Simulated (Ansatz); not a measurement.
# Se on K(100): change of the work function, part 2 of 5

How does Se on the hollow site change the work function of K(100) as the layer fills?

Ansatz 0.2.0; plane-wave DFT, PBE, Ansatz PAW (the session's first sound run).

So far, work function, upper face (eV): step 2 (the clean slab) 2.24.

**3. The covered slab, k-mesh 2×2×1, coverage 0.111 ML**

System of this step: K45Se (Se/K(100)). The cell holds 46 atoms: 45 K and 1 Se. Its edges and angles: a = 15.690 Å, b = 15.690 Å, c = 29.172 Å, α = 90.0°, β = 90.0°, γ = 90.0°. Vacuum lies along c.

The clean slab as it ended is repeated in the plane and the adsorbate is set on one face; the cell's size fixes the coverage, and the k-mesh shrinks with it to keep the sampling density about even. Adsorbate and upper layers relax, since the dipole depends on the height.

The input, input.yaml:

```yaml
crystal:
  lattice:
    - [15.69, 0.0, 0.0]
    - [0.0, 15.69, 0.0]
    - [0.0, 0.0, 29.1720629534]
  atoms:
    - { symbol: K, position: [0.0, 0.0, 0.3085143486] }
    - { symbol: K, position: [0.1666666667, 0.1666666667, 0.3981549066] }
    - { symbol: K, position: [0.0, 0.0, 0.4894652658] }
    - { symbol: K, position: [0.1666666667, 0.1666666667, 0.5812524765] }
    - { symbol: K, position: [0.0, 0.0, 0.6743459653] }
    - { symbol: K, position: [0.0, 0.3333333333, 0.3085143486] }
    - { symbol: K, position: [0.1666666667, 0.5, 0.3981549066] }
    - { symbol: K, position: [0.0, 0.3333333333, 0.4894652658] }
    - { symbol: K, position: [0.1666666667, 0.5, 0.5812524765] }
    - { symbol: K, position: [0.0, 0.3333333333, 0.6743459653] }
    - { symbol: K, position: [0.0, 0.6666666667, 0.3085143486] }
    - { symbol: K, position: [0.1666666667, 0.8333333333, 0.3981549066] }
    - { symbol: K, position: [0.0, 0.6666666667, 0.4894652658] }
    - { symbol: K, position: [0.1666666667, 0.8333333333, 0.5812524765] }
    - { symbol: K, position: [0.0, 0.6666666667, 0.6743459653] }
    - { symbol: K, position: [0.3333333333, 0.0, 0.3085143486] }
    - { symbol: K, position: [0.5, 0.1666666667, 0.3981549066] }
    - { symbol: K, position: [0.3333333333, 0.0, 0.4894652658] }
    - { symbol: K, position: [0.5, 0.1666666667, 0.5812524765] }
    - { symbol: K, position: [0.3333333333, 0.0, 0.6743459653] }
    - { symbol: K, position: [0.3333333333, 0.3333333333, 0.3085143486] }
    - { symbol: K, position: [0.5, 0.5, 0.3981549066] }
    - { symbol: K, position: [0.3333333333, 0.3333333333, 0.4894652658] }
    - { symbol: K, position: [0.5, 0.5, 0.5812524765] }
    - { symbol: K, position: [0.3333333333, 0.3333333333, 0.6743459653] }
    - { symbol: K, position: [0.3333333333, 0.6666666667, 0.3085143486] }
    - { symbol: K, position: [0.5, 0.8333333333, 0.3981549066] }
    - { symbol: K, position: [0.3333333333, 0.6666666667, 0.4894652658] }
    - { symbol: K, position: [0.5, 0.8333333333, 0.5812524765] }
    - { symbol: K, position: [0.3333333333, 0.6666666667, 0.6743459653] }
    - { symbol: K, position: [0.6666666667, 0.0, 0.3085143486] }
    - { symbol: K, position: [0.8333333333, 0.1666666667, 0.3981549066] }
    - { symbol: K, position: [0.6666666667, 0.0, 0.4894652658] }
    - { symbol: K, position: [0.8333333333, 0.1666666667, 0.5812524765] }
    - { symbol: K, position: [0.6666666667, 0.0, 0.6743459653] }
    - { symbol: K, position: [0.6666666667, 0.3333333333, 0.3085143486] }
    - { symbol: K, position: [0.8333333333, 0.5, 0.3981549066] }
    - { symbol: K, position: [0.6666666667, 0.3333333333, 0.4894652658] }
    - { symbol: K, position: [0.8333333333, 0.5, 0.5812524765] }
    - { symbol: K, position: [0.6666666667, 0.3333333333, 0.6743459653] }
    - { symbol: K, position: [0.6666666667, 0.6666666667, 0.3085143486] }
    - { symbol: K, position: [0.8333333333, 0.8333333333, 0.3981549066] }
    - { symbol: K, position: [0.6666666667, 0.6666666667, 0.4894652658] }
    - { symbol: K, position: [0.8333333333, 0.8333333333, 0.5812524765] }
    - { symbol: K, position: [0.6666666667, 0.6666666667, 0.6743459653] }
    - { symbol: Se, position: [0.1666666667, 0.1666666667, 0.6914856514] }
kpoints:
  mp_grid: { grid: [2, 2, 1] }
hamiltonian:
  xc: pbe
scf:
  occupations: { method: fermi_dirac, width: 0.1 }
  convergence: { dr2_threshold: 1.0e-08 }
efield:
  axis: 3
  dipole_correction: true
  ramp_position: 0.97
  ramp_width: 0.06
relax:
  f_tol: 0.02
  max_steps: 60
  constraints:
    - { sites: [0, 1, 5, 6, 10, 11, 15, 16, 20, 21, 25, 26, 30, 31, 35, 36, 40, 41] }
output:
  bader: true
  write_potential: true
  write_density: true
  volumetric_format: npy
```

On the command line:

```console
$ ansatz run input.yaml --threads 4 --pin off --max-ram 12288MiB --backend cpu --events-out ev --progress --plain --runs-dir out
```

Numbers of over 12 decimals in the logs are rounded to 6 here.

What it wrote:

```text
[...]
Crystal: 46 atoms, lattice volume = 7181.465 Å³
Basis set: ecut = 420 eV, 140377 PW (Γ), exchange–correlation on 216×216×400 points (8 copies of the dense FFT grid, shifted against one another)
Bands: 257, of which v1, the nominal top of the filled ones, is band 211 counted from 1 (210 counted from 0)
Symmetry: 8 space group operations
[...]
k-points: 3 of 4
[...]
SCF iter   1: F=—  HF=-74668.520225 eV  |F-HF|=—  |Δ(HF+E_count)|=         —  Δρ=5.31e-4  dr2=3.07e-1  ethr=1.77e-3  p=-0.104 e·Å  D=-2.63e-3 V/Å  ΔV_dip=0.08 eV  dr2_dipole=1.06e-1  V_vac-E_F(+/−)=2.35/2.28 eV  ⟨swp⟩=19.0  Hψ=5283  notcnv=0
[...]
SCF iter  10: F=-74668.534321 eV  HF=-74668.534321 eV  |F-HF|=3.20e-10  |Δ(HF+E_count)|=   2.50e-9  Δρ=1.11e-7  dr2=2.96e-9  ethr=2.38e-12  p=-0.209 e·Å  D=-5.28e-3 V/Å  ΔV_dip=0.15 eV  dr2_dipole=3.52e-11  V_vac-E_F(+/−)=2.39/2.24 eV  ⟨swp⟩=10.3  Hψ=4570  notcnv=0
SCF 1 converged in 10 iterations: F = -74668.534321 eV  dr2 = 2.96e-9
[...]
relax step   1: F+E_penalty+E_count = -74668.53432087 eV  Δ(F+E_penalty+E_count) = +0.000e0 eV  max|allowed force component| = 4.636e-1 eV/Å  Δτ_max = 0.0000 Å  (10 SCF iters, accepted)
[...]
SCF iter   9: F=-74668.675898 eV  HF=-74668.675898 eV  |F-HF|=4.95e-10  |Δ(HF+E_count)|=   1.94e-9  Δρ=7.30e-8  dr2=8.47e-10  ethr=2.38e-12  p=-0.173 e·Å  D=-4.36e-3 V/Å  ΔV_dip=0.13 eV  dr2_dipole=4.56e-13  V_vac-E_F(+/−)=2.36/2.24 eV  ⟨swp⟩=9.7  Hψ=4228  notcnv=0
SCF 2 converged in 9 iterations: F = -74668.675898 eV  dr2 = 8.47e-10
relax step   2: F+E_penalty+E_count = -74668.67589755 eV  Δ(F+E_penalty+E_count) = -1.416e-1 eV  max|allowed force component| = 3.702e-1 eV/Å  Δτ_max = 0.0726 Å  (9 SCF iters, accepted)
SCF iter   1: F=—  HF=-74668.993388 eV  |F-HF|=—  |Δ(HF+E_count)|=         —  Δρ=4.46e-4  dr2=6.02e-2  ethr=1.53e-4  p=-0.173 e·Å  D=-4.36e-3 V/Å  ΔV_dip=0.13 eV  dr2_dipole=2.06e-2  V_vac-E_F(+/−)=2.36/2.23 eV  ⟨swp⟩=10.7  Hψ=2502  notcnv=0
[...]
SCF iter   9: F=-74668.984285 eV  HF=-74668.984285 eV  |F-HF|=5.24e-10  |Δ(HF+E_count)|=   3.67e-9  Δρ=1.89e-7  dr2=7.33e-9  ethr=2.38e-12  p=-0.096 e·Å  D=-2.41e-3 V/Å  ΔV_dip=0.07 eV  dr2_dipole=2.08e-12  V_vac-E_F(+/−)=2.31/2.24 eV  ⟨swp⟩=10.0  Hψ=5185  notcnv=0
SCF 3 converged in 9 iterations: F = -74668.984285 eV  dr2 = 7.33e-9
relax step   3: F+E_penalty+E_count = -74668.98428547 eV  Δ(F+E_penalty+E_count) = -3.084e-1 eV  max|allowed force component| = 2.139e-1 eV/Å  Δτ_max = 0.1939 Å  (9 SCF iters, accepted)
[...]
relax step   4: F+E_penalty+E_count = -74669.16613899 eV  Δ(F+E_penalty+E_count) = -1.819e-1 eV  max|allowed force component| = 1.018e-1 eV/Å  Δτ_max = 0.1933 Å  (9 SCF iters, accepted)
[...]
relax step   5: F+E_penalty+E_count = -74669.19761102 eV  Δ(F+E_penalty+E_count) = -3.147e-2 eV  max|allowed force component| = 8.835e-2 eV/Å  Δτ_max = 0.1102 Å  (9 SCF iters, accepted)
[...]
relax step   6: F+E_penalty+E_count = -74669.20365187 eV  Δ(F+E_penalty+E_count) = -6.041e-3 eV  max|allowed force component| = 4.648e-2 eV/Å  Δτ_max = 0.0745 Å  (9 SCF iters, accepted)
SCF iter   1: F=—  HF=-74669.205877 eV  |F-HF|=—  |Δ(HF+E_count)|=         —  Δρ=6.76e-5  dr2=2.40e-3  ethr=3.77e-6  p=0.015 e·Å  D=3.67e-4 V/Å  ΔV_dip=-0.01 eV  dr2_dipole=7.18e-5  V_vac-E_F(+/−)=2.23/2.24 eV  ⟨swp⟩=10.3  Hψ=2219  notcnv=0
[...]
SCF iter   8: F=-74669.205340 eV  HF=-74669.205340 eV  |F-HF|=1.91e-9  |Δ(HF+E_count)|=   3.62e-9  Δρ=9.13e-8  dr2=4.07e-9  ethr=2.38e-12  p=0.006 e·Å  D=1.57e-4 V/Å  ΔV_dip=-0.00 eV  dr2_dipole=8.02e-10  V_vac-E_F(+/−)=2.23/2.24 eV  ⟨swp⟩=11.7  Hψ=4785  notcnv=0
SCF 7 converged in 8 iterations: F = -74669.205340 eV  dr2 = 4.07e-9
relax step   7: F+E_penalty+E_count = -74669.20534020 eV  Δ(F+E_penalty+E_count) = -1.688e-3 eV  max|allowed force component| = 2.138e-3 eV/Å  Δτ_max = 0.0244 Å  (8 SCF iters, accepted)
NSCF: frozen V_eff on 3 k-points
[...]
SCF converged after 8 iterations
Free energy (F): -74669.205340 eV
[...]
Internal energy: -74667.892539 eV  (E = F + TS)
E sigma→0 (E₀):  -74668.548940 eV
Entropy (-TS):   -1.312801 eV (-28.539 meV/atom)
Fermi energy:    -0.316167 eV
Dipole field:    D = 0.000151 V/Å  (p = 0.005973 e·Å, saw-weighted, corrected)
Work function:   Φ+ = 2.2323 eV   Φ− = 2.2367 eV
[...]
--- Forces (eV/Å), atoms counted from 1 ---
  atom   1  K      0.00185100     0.00185100    -0.02572716
  atom   2  K     -0.00000000     0.00000000     0.01305216
  atom   3  K      0.00040356     0.00040356     0.00020128
  atom   4  K     -0.00000000     0.00000000     0.00213755
  atom   5  K      0.00090511     0.00090511     0.00056715
  atom   6  K      0.00185100    -0.00185100    -0.02572716
  atom   7  K     -0.00000000     0.01548086     0.02688761
  atom   8  K      0.00040356    -0.00040356     0.00020128
  atom   9  K     -0.00000000    -0.00037337     0.00002734
  atom  10  K      0.00090511    -0.00090511     0.00056715
  atom  11  K     -0.00197718     0.00000000    -0.02458939
  atom  12  K     -0.00000000    -0.01548086     0.02688761
  atom  13  K      0.00003607     0.00000000     0.00125916
  atom  14  K     -0.00000000     0.00037337     0.00002734
  atom  15  K      0.00019558    -0.00000000    -0.00036469
  atom  16  K     -0.00185100     0.00185100    -0.02572716
  atom  17  K      0.01548086     0.00000000     0.02688761
  atom  18  K     -0.00040356     0.00040356     0.00020128
  atom  19  K     -0.00037337     0.00000000     0.00002734
  atom  20  K     -0.00090511     0.00090511     0.00056715
  atom  21  K     -0.00185100    -0.00185100    -0.02572716
  atom  22  K      0.01389807     0.01389807     0.02287024
  atom  23  K     -0.00040356    -0.00040356     0.00020128
  atom  24  K      0.00052399     0.00052399     0.00179875
  atom  25  K     -0.00090511    -0.00090511     0.00056715
  atom  26  K      0.00197718     0.00000000    -0.02458939
  atom  27  K      0.01389807    -0.01389807     0.02287024
  atom  28  K     -0.00003607    -0.00000000     0.00125916
  atom  29  K      0.00052399    -0.00052399     0.00179875
  atom  30  K     -0.00019558     0.00000000    -0.00036469
  atom  31  K     -0.00000000    -0.00197718    -0.02458939
  atom  32  K     -0.01548086     0.00000000     0.02688761
  atom  33  K      0.00000000     0.00003607     0.00125916
  atom  34  K      0.00037337     0.00000000     0.00002734
  atom  35  K      0.00000000     0.00019558    -0.00036469
  atom  36  K     -0.00000000     0.00197718    -0.02458939
  atom  37  K     -0.01389807     0.01389807     0.02287024
  atom  38  K      0.00000000    -0.00003607     0.00125916
  atom  39  K     -0.00052399     0.00052399     0.00179875
  atom  40  K      0.00000000    -0.00019558    -0.00036469
  atom  41  K      0.00000000     0.00000000    -0.02526620
  atom  42  K     -0.01389807    -0.01389807     0.02287024
  atom  43  K      0.00000000     0.00000000    -0.00010939
  atom  44  K     -0.00052399    -0.00052399     0.00179875
  atom  45  K      0.00000000     0.00000000    -0.00114137
  atom  46  Se     0.00000000     0.00000000    -0.00037900
  max |Σ_I F_I| component: 1.49e-5 eV/Å
--- Band table (eV) ---
  k-point 0: bands = [... 207 lower, -0.5349, -0.5346, -0.4186, -0.4186, -0.3443, -0.2534, 0.1130, 0.1176, ... 42 higher]
  k-point 1: bands = [... 207 lower, -0.3485, -0.3477, -0.2902, -0.2691, -0.2658, -0.2398, -0.2280, -0.1768, ... 42 higher]
  k-point 2: bands = [... 207 lower, -0.6625, -0.5903, -0.3083, -0.2862, -0.2595, -0.2595, -0.2564, -0.1829, ... 42 higher]
--- Relaxed structure (7 steps of the walk, 7 accepted, 0 SCFs on fresh bases) ---
  F+E_penalty+E_count = -74669.20534020 eV   max|allowed force component| = 2.138e-3 eV/Å
  atoms:
    - { symbol: K, position: [1.666665959832375e-11, 1.666665959832375e-11, 0.3085143486] }
    - { symbol: K, position: [0.166667, 0.166667, 0.398155] }
    - { symbol: K, position: [-0.00168676, -0.00168676, 0.487009] }
    - { symbol: K, position: [0.166667, 0.166667, 0.574421] }
    - { symbol: K, position: [0.023911, 0.023911, 0.679093] }
    - { symbol: K, position: [1.666665959832375e-11, 0.333333, 0.3085143486] }
    - { symbol: K, position: [0.166667, 0.500000, 0.398155] }
    - { symbol: K, position: [-0.00168676, 0.335020, 0.487009] }
    - { symbol: K, position: [0.166667, 0.501924, 0.579296] }
    - { symbol: K, position: [0.023911, 0.309422, 0.679093] }
    - { symbol: K, position: [1.666665959832375e-11, 0.666667, 0.3085143486] }
    - { symbol: K, position: [0.166667, 0.833333, 0.398155] }
    - { symbol: K, position: [-0.00433146, 0.666667, 0.490166] }
    - { symbol: K, position: [0.166667, 0.831409, 0.579296] }
    - { symbol: K, position: [0.00485262, 0.666667, 0.675675] }
    - { symbol: K, position: [0.333333, 1.666665959832375e-11, 0.3085143486] }
    - { symbol: K, position: [0.500000, 0.166667, 0.398155] }
    - { symbol: K, position: [0.335020, -0.00168676, 0.487009] }
    - { symbol: K, position: [0.501924, 0.166667, 0.579296] }
    - { symbol: K, position: [0.309422, 0.023911, 0.679093] }
    - { symbol: K, position: [0.333333, 0.333333, 0.3085143486] }
    - { symbol: K, position: [0.500000, 0.500000, 0.398155] }
    - { symbol: K, position: [0.335020, 0.335020, 0.487009] }
    - { symbol: K, position: [0.491953, 0.491953, 0.586135] }
    - { symbol: K, position: [0.309422, 0.309422, 0.679093] }
    - { symbol: K, position: [0.333333, 0.666667, 0.3085143486] }
    - { symbol: K, position: [0.500000, 0.833333, 0.398155] }
    - { symbol: K, position: [0.337665, 0.666667, 0.490166] }
    - { symbol: K, position: [0.491953, 0.841381, 0.586135] }
    - { symbol: K, position: [0.328481, 0.666667, 0.675675] }
    - { symbol: K, position: [0.666667, 1.666665959832375e-11, 0.3085143486] }
    - { symbol: K, position: [0.833333, 0.166667, 0.398155] }
    - { symbol: K, position: [0.666667, -0.00433146, 0.490166] }
    - { symbol: K, position: [0.831409, 0.166667, 0.579296] }
    - { symbol: K, position: [0.666667, 0.00485262, 0.675675] }
    - { symbol: K, position: [0.666667, 0.333333, 0.3085143486] }
    - { symbol: K, position: [0.833333, 0.500000, 0.398155] }
    - { symbol: K, position: [0.666667, 0.337665, 0.490166] }
    - { symbol: K, position: [0.841381, 0.491953, 0.586135] }
    - { symbol: K, position: [0.666667, 0.328481, 0.675675] }
    - { symbol: K, position: [0.666667, 0.666667, 0.3085143486] }
    - { symbol: K, position: [0.833333, 0.833333, 0.398155] }
    - { symbol: K, position: [0.666667, 0.666667, 0.496420] }
    - { symbol: K, position: [0.841381, 0.841381, 0.586135] }
    - { symbol: K, position: [0.666667, 0.666667, 0.671531] }
    - { symbol: Se, position: [0.166667, 0.166667, 0.682714] }
--- Bader charges: 46 sites ---
  site symbol  charge [e]  shift [e]
     0      K     -0.1429     0.0000
     1      K      0.1266     0.0000
     2      K     -0.1293     0.0000
     3      K      0.5343     0.0000
     4      K      0.5688     0.0000
     5      K     -0.1429     0.0000
     6      K      0.1740     0.0000
     7      K     -0.1295     0.0000
     8      K     -0.0793     0.0000
     9      K      0.5688     0.0000
    10      K     -0.1376     0.0000
    11      K      0.1740     0.0000
    12      K     -0.0730     0.0000
    13      K     -0.0793     0.0000
    14      K     -0.1811     0.0000
    15      K     -0.1429     0.0000
    16      K      0.1740     0.0000
    17      K     -0.1294     0.0000
    18      K     -0.0793     0.0000
    19      K      0.5688     0.0000
    20      K     -0.1428     0.0000
    21      K      0.1327     0.0000
    22      K     -0.1294     0.0000
    23      K      0.1402     0.0000
    24      K      0.5688     0.0000
    25      K     -0.1379     0.0000
    26      K      0.1327     0.0000
    27      K     -0.0730     0.0000
    28      K      0.1402     0.0000
    29      K     -0.1811     0.0000
    30      K     -0.1379     0.0000
    31      K      0.1740     0.0000
    32      K     -0.0730     0.0000
    33      K     -0.0793     0.0000
    34      K     -0.1811     0.0000
    35      K     -0.1376     0.0000
    36      K      0.1327     0.0000
    37      K     -0.0730     0.0000
    38      K      0.1402     0.0000
    39      K     -0.1811     0.0000
    40      K     -0.1016     0.0000
    41      K      0.1327     0.0000
    42      K      0.1195     0.0000
    43      K      0.1402     0.0000
    44      K     -0.1725     0.0000
    45     Se     -1.5953     0.0000
  estimated error of the sums over rays = 5.6e-4 e
```

Run time: 17 min. Hardware: 4 threads of Arm Neoverse V2, shared host; peak memory 10 GiB.

The steps of the relaxation:

```
step  energy less that of the first step (eV)  largest force component (eV/Å)
   1                                   0.0000                          0.4636
   2                                  -0.1416                          0.3702
   3                                  -0.4500                          0.2139
   4                                  -0.6318                          0.1018
   5                                  -0.6633                          0.0884
   6                                  -0.6693                          0.0465
   7                                  -0.6710                          0.0021
```

The run keeps the 8 symmetry operations that it works with, so distortions that break them were not tested.

The atoms that moved most (Å):

```
atom      dx      dy      dz  length
 K25  -0.375  -0.375   0.138   0.548
 K10   0.375  -0.375   0.138   0.548
 K20  -0.375   0.375   0.138   0.548
  K5   0.375   0.375   0.138   0.548
Se46   0.000   0.000  -0.256   0.256
 K44   0.126   0.126   0.142   0.228
 K29  -0.126   0.126   0.142   0.228
 K39   0.126  -0.126   0.142   0.228
```

This step gave:

* energy at zero smearing: -74668.5489 eV
* work function, upper face: 2.232 eV
* dipole along the normal: 0.005973 e·Å

Running mean over 2.615 Å of the planar mean; the ramp of the sawtooth is left out. Electron's electrostatic potential energy less the Fermi level against z:

```
z (Å)  electron's electrostatic potential energy less the Fermi level (eV)
    4                                                                 2.23
    5                                                                 2.21
    6                                                                 2.10
    7                                                                 1.65
    8                                                               0.0248
    9                                                               -0.722
   10                                                               -0.735
   11                                                               -0.683
   12                                                               -0.659
   13                                                               -0.592
   14                                                               -0.640
   15                                                               -0.603
   16                                                               -0.567
   17                                                               -0.621
   18                                                               -0.435
   19                                                               -0.652
   20                                                               -0.729
   21                                                                0.432
   22                                                                 1.86
   23                                                                 2.15
   24                                                                 2.22
   25                                                                 2.23
```

The relaxation took 7 steps and lowered the energy by 0.67 eV; the largest force on the free atoms ends at 0.0021 eV/Å.

The covered face has 2.23 eV, -0.01 eV against the clean one; the bare back face has moved by -0.01 eV, a measure of how thin the slab is. The added atoms end 0.1 Å over the highest substrate atom on average, so this is no overlayer any more.

(Continued in part 3 of 5.)

[Logs are printed without paths, hosts, clocks, repeated set-up lines and the standing remarks that a program may print on its own settings, such as how far it seeks lower states.]

[Hosts, paths, dates, database ids (printed as entryN), source tags and the programs' standing remarks are cut or masked in the printed files.]

[Maps of the electrostatic potential energy from Ansatz leave out the sawtooth potential of an applied field or a dipole correction, so their vacuum need not be flat; planar profiles and work functions include it.]
